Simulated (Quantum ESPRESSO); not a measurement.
Convergence study of the plane-wave cutoff for InN (P3m1, 4 atoms in the cell)

```xyz
4
Lattice="1.7611 -3.0504 0.0000 1.7611 3.0504 0.0000 0.0000 0.0000 5.6715" Properties=species:S:1:pos:R:3 pbc="T T T"
In     1.7611    -1.0168     2.8857
In     1.7611     1.0168     0.0000
N      1.7611    -1.0168     4.9852
N      1.7611     1.0168     2.1495
```

Level of theory: PBE, GBRV 1.5 ultrasoft (PBE) pseudopotentials (plane waves; Quantum ESPRESSO 7.5).

Base settings: ecutwfc = 40 Ry; ecutrho = 200 Ry; occupations = smearing; smearing = fermi-dirac; degauss = 0.0036749 Ry; potentials = {In: in_pbe_v1.4.uspp.F.UPF, N: n_pbe_v1.2.uspp.F.UPF}; K_POINTS = automatic 3 3 2 0 0 0; conv_thr = 1e-10 Ry; mixing_beta = 0.5.

Moved along: ecutrho.

The second cell is the first with its lattice scaled by 0.98.

The mesh stays at the base's, so the ladder's end is converged at best in this setting alone.

Only quantities that move along the ladder and can be compared are tabulated.

The count of work is k-points × plane waves × bands × iterations; it is no time. 

The starting cell has typed, rounded lattice constants, without a prior relaxation at this level. Its lattice was rescaled by up to half a per cent. One atom was moved a little off its site on purpose. In the base run, with a pressure of about 7 GPa the cell is away from its equilibrium volume at this level. The run gives no clean gap (levels at the Fermi energy touch, overlap or are partly filled at this smearing), which alone does not show that the compound is a metal. Without a gap this mesh is coarse (it stands for a supercell whose shortest vector is 11 Å).

Steps (ecutwfc): 14 Ry; 16 Ry; 18 Ry; 20 Ry; 22 Ry; 24 Ry; 28 Ry; 32 Ry; 36 Ry; 40 Ry; 44 Ry; 48 Ry; 54 Ry; 60 Ry; 70 Ry; 80 Ry; 96 Ry.

### Question
What is the coarsest ecutwfc that holds the pressure within 1 GPa of the last step, with all finer ones?

### Answer
80 Ry; the step before is off by 1.1 GPa.

### Question
What is the coarsest ecutwfc that holds the forces within 0.02 eV/Å of the last step, with all finer ones?

### Answer
28 Ry, at 0.15 of the last step's count of work; the step before is off by 0.025 eV/Å.

### Question
What is the coarsest ecutwfc that holds the free energy within 5 meV/atom?

### Answer
Not settled: the last two steps still differ by 3.8 meV/atom, over half the tolerance, so the ladder does not show it.

```csv
ecutwfc,free energy less the last step's (meV/atom),energy of the compressed cell less the first (meV/atom),pressure (GPa),largest difference of a force vector from the last step's (eV/Å),count of work / last
14 Ry,44656.16,-209.01,-1343.20,0.613,0.061
16 Ry,24090.30,-300.91,-848.16,0.471,0.064
18 Ry,12459.97,399.15,-502.72,0.164,0.076
20 Ry,6619.68,69.66,-303.17,0.103,0.090
22 Ry,3396.98,-83.47,-176.11,0.068,0.10
24 Ry,1601.92,76.97,-92.70,0.025,0.12
28 Ry,351.47,65.34,-17.89,0.007,0.15
32 Ry,117.15,71.01,3.79,0.004,0.19
36 Ry,91.99,70.67,7.27,0.001,0.23
40 Ry,80.91,71.03,6.63,0.001,0.25
44 Ry,65.81,70.54,6.62,0.001,0.31
48 Ry,56.23,70.63,7.24,0.001,0.36
54 Ry,53.13,70.67,7.55,0.001,0.43
60 Ry,47.19,70.74,6.91,0.001,0.50
70 Ry,21.29,70.64,6.35,0.000,0.62
80 Ry,3.75,70.73,7.26,0.000,0.76
96 Ry,0.00,70.65,7.42,0.000,1.0
```

At the lowest cutoff the pressure lies 1350 GPa under the last step's, the usual sign of Pulay stress in an incomplete plane-wave basis.
